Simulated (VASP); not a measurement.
Elastic constants (GPa) of a crystal from r2SCAN meta-GGA, VASP's PBE PAW potentials (set 64) (VASP):

|  | xx | yy | zz | yz | xz | xy |
|---|---|---|---|---|---|---|
| xx | 86.4 | 40.9 | 40.9 | 0.0 | 0.0 | 0.0 |
| yy | 40.9 | 86.4 | 40.9 | 0.0 | 0.0 | 0.0 |
| zz | 40.9 | 40.9 | 86.4 | 0.0 | 0.0 | 0.0 |
| yz | 0.0 | 0.0 | 0.0 | 41.3 | 0.0 | 0.0 |
| xz | 0.0 | 0.0 | 0.0 | 0.0 | 41.3 | 0.0 |
| xy | 0.0 | 0.0 | 0.0 | 0.0 | 0.0 | 41.3 |

Q: Work out the Voigt, Reuss and Hill moduli, Young's modulus and Poisson's ratio.

A: All eigenvalues are positive (smallest 41.3 GPa), so the crystal is stable. K_V = (C11+C22+C33+2(C12+C13+C23))/9 = (259.2 + 2×122.7)/9 = 56.1 GPa; G_V = (259.2 − 122.7 + 3×123.9)/15 = 33.9 GPa. From the compliances, K_R = 56.1 GPa and G_R = 31.1 GPa. Hill: K = 56.1 GPa, G = 32.5 GPa, E = 9KG/(3K+G) = 81.7 GPa, ν = (3K−2G)/(2(3K+G)) = 0.257. K/G = 1.72, below Pugh's 1.75; universal anisotropy A^U = 0.44.

Q: With a density of 4.18 g/cm³, what are the mean sound speeds?

A: v_l = √((K+4G/3)/ρ) = 4.88 km/s and v_t = √(G/ρ) = 2.79 km/s. The crystal is AlSb (zinc blende), cubic.

The compound is AlSb in the zinc blende structure. It was relaxed first.
